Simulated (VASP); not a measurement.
CdTe:

```
CELL_PARAMETERS angstrom
0.00000 3.20500 3.20500
3.20500 0.00000 3.20500
3.20500 3.20500 0.00000
ATOMIC_POSITIONS crystal
Cd 0.00000 0.00000 0.00000
Te 0.25000 0.25000 0.25000
```

| Item | Value |
| --- | --- |
| Program | VASP 6.6.1 |
| Task | relaxation of cell and atoms |
| Functional | PBEsol |
| Potentials or basis | VASP PAW PBE potentials, release 64 (Cd, Te) |
| Cutoff | 600 eV |
| k mesh | 8 × 8 × 8 |
| Occupations | gaussian, width 0.03 eV |
| Spin | no spin polarisation |

At the start: pressure 1.8 GPa; volume 32.92 Å³/atom.

Task: How do energy, volume and symmetry change on relaxing?

Result: Over 3 steps the energy falls by 7.3 meV/atom and the volume is 34.26 Å³/atom (+4.1 %); space group F-43m (No. 216, to 0.05 Å).

The path:
| step | energy change (eV) | largest force (eV/Å) | pressure (GPa) | volume (Å³) |
| --- | --- | --- | --- | --- |
| 1 | 0.0000 | 0.0000 | 1.81 | 65.84 |
| 2 | -0.0129 | 0.0000 | -0.54 | 69.46 |
| 3 | -0.0145 | 0.0000 | 0.00 | 68.52 |

Final structure:
```
Cd Te
1.0
     0.00000    3.24780    3.24780
     3.24780    0.00000    3.24780
     3.24780    3.24780    0.00000
Cd Te
1 1
Direct
  0.00000 0.00000 0.00000
  0.25000 0.25000 0.25000
```

Caveat: the PAW data sets were made with another functional, which shifts forces and pressure a little.
